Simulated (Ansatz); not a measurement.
**BeTe, before and after**

The cell of BeTe is invented: close-packed anion layers stacked A, repeated with a shift to B, with sites between them filled layer by layer (R-3m, No. 166) (elements of the layers in order: Te). The dimensions are guesses.

start.cif

```cif
data_structure
_symmetry_space_group_name_H-M 'R-3m:H'
_symmetry_Int_Tables_number 166
_cell_length_a 3.6343
_cell_length_b 3.6343
_cell_length_c 8.9817
_cell_angle_alpha 90.000
_cell_angle_beta 90.000
_cell_angle_gamma 120.000
_cell_volume 102.74
loop_
_atom_site_label
_atom_site_type_symbol
_atom_site_symmetry_multiplicity
_atom_site_Wyckoff_symbol
_atom_site_fract_x
_atom_site_fract_y
_atom_site_fract_z
_atom_site_occupancy
Be1 Be 3 b 0.66667 0.33333 0.83333 1
Te1 Te 3 a 0.00000 0.00000 0.00000 1
```

Level of theory: DFT PBE, scalar-relativistic, plane waves, PAW (Ansatz 0.2.0). Cutoff 420 eV, Gaussian smearing, Γ-centred meshes. Cell and atoms relax first on a coarse mesh and then on a finer one. In between, the cell is made exact in the group found at 0.06 Å. In metals the finer mesh still leaves noise of several meV/atom or more. The steps can't lower the symmetry of their start. No spin polarisation.

end.cif

```cif
data_structure
_symmetry_space_group_name_H-M 'Fm-3m'
_symmetry_Int_Tables_number 225
_cell_length_a 5.3606
_cell_length_b 5.3606
_cell_length_c 5.3606
_cell_angle_alpha 90.000
_cell_angle_beta 90.000
_cell_angle_gamma 90.000
_cell_volume 154.04
loop_
_atom_site_label
_atom_site_type_symbol
_atom_site_symmetry_multiplicity
_atom_site_Wyckoff_symbol
_atom_site_fract_x
_atom_site_fract_y
_atom_site_fract_z
_atom_site_occupancy
Be1 Be 4 b 0.50000 0.00000 0.00000 1
Te1 Te 4 a 0.00000 0.00000 0.00000 1
```

The symmetry goes from R-3m (No. 166) to Fm-3m (No. 225). The end has the rock salt type. The volume per atom grows by 12.5 %, from 17.1 to 19.3 Å³. The shortest distance goes from 2.58 Å (Be–Te) to 2.68 Å (Be–Te).

* Volume per atom: 19.26 Å³
* Density: 5.89 g/cm³
* Formation energy: +0.15 eV/atom
* Gap on the 18×18×18 mesh of the 2-atom cell: 0 eV (a metal)

Formation energies are uncorrected and refer to the elements' standard structures at the same level. A positive value: parting into the elements would lower its energy.

The last run used Gaussian smearing of 0.10 eV. These runs have no spin–orbit coupling, which can matter for Te. The reference form of Te is held partly by dispersion forces, which this level lacks. A structure relaxed within its symmetry needn't be a true minimum. In all, the 3 runs took 15 s on 1 thread of Intel(R) Xeon(R) 6975P-C (Granite Rapids) (shared host).
